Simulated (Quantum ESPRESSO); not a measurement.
PbO2:

```
Pb O
1.0
     0.00000    2.70199    2.70199
     2.70199    0.00000    2.70199
     2.70199    2.70199    0.00000
Pb O
1 2
Direct
  0.00000 0.00000 0.00000
  0.75000 0.75000 0.75000
  0.25000 0.25000 0.25000
```

The cell comes from a database or a generator and needn't be the stable form of this composition.

Base run:

* Program: Quantum ESPRESSO 7.5
* Functional: PBEsol
* Potentials or basis: GBRV 1.5 PBEsol
* Cutoff: 612 eV
* Density cutoff: 4898 eV
* k mesh: 9 × 9 × 9
* Occupations: fermi-dirac, width 0.05 eV
* Spin: no spin polarisation

Its results: band gap on the k mesh none (metal or under the smearing width); pressure -6.2 GPa.

The run is repeated on the same cell with these changes: functional from PBEsol to LDA; potentials or basis from GBRV 1.5 PBEsol to GBRV 1.5 LDA. What comes out?

Band gap on the k mesh none (metal or under the smearing width); pressure -10.4 GPa.

Caveats: some levels on the path didn't converge (some runs); spin-orbit coupling is left out, which moves the levels of the heavy elements (some runs).
